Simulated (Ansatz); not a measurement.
Write the native input for Ansatz 0.2.0 that does the following.

* Task: single point
* Functional: PBE
* Potentials or basis: Ansatz PAW
* Cutoff: 420 eV (not typed: the program's choice for these potentials)
* k mesh: 9 × 9 × 5
* Occupations: gaussian, width 0.026 eV
* Spin: no spin polarisation

Crystal: In.

```
CELL_PARAMETERS angstrom
3.33548 0.00000 0.00000
-1.66774 2.88861 0.00000
0.00000 0.00000 5.50914
ATOMIC_POSITIONS crystal
In 0.66667 0.33333 0.75000
In 0.33333 0.66667 0.25000
```

This isn't the form of In at room conditions, which is tetragonal.

The input as run:

input.yaml

```yaml
crystal:
  lattice:
    - [3.335484782, 0.0, 0.0]
    - [-1.667742391, 2.8886145552, 0.0]
    - [0.0, 0.0, 5.50914292]
  atoms:
    - { symbol: In, position: [0.6666666667, 0.3333333333, 0.75] }
    - { symbol: In, position: [0.3333333333, 0.6666666667, 0.25] }
hamiltonian:
  xc: pbe
  pseudopotentials: { kind: paw }
kpoints:
  mp_grid: { grid: [9, 9, 5] }
scf:
  occupations: { method: gaussian, width: 0.026 }
output:
  forces: true
  stress: true
  eigenvalues: true
```

Potentials or basis: Ansatz PAW.

Run with:

```bash
$ ansatz run input.yaml --threads 2 --pin off --max-ram 5632MiB --backend cpu --events-out ev --progress --plain --runs-dir out
```

It gave:

```json
{"Pressure": "1.4 GPa", "Band gap on the k mesh": "none (metal or under the smearing width)"}
```

Run time: 2.1 s on 2 threads of Intel(R) Xeon(R) Processor @ 2.50GHz (Skylake/Cascade Lake) (shared host), peak memory 0.35 GiB.
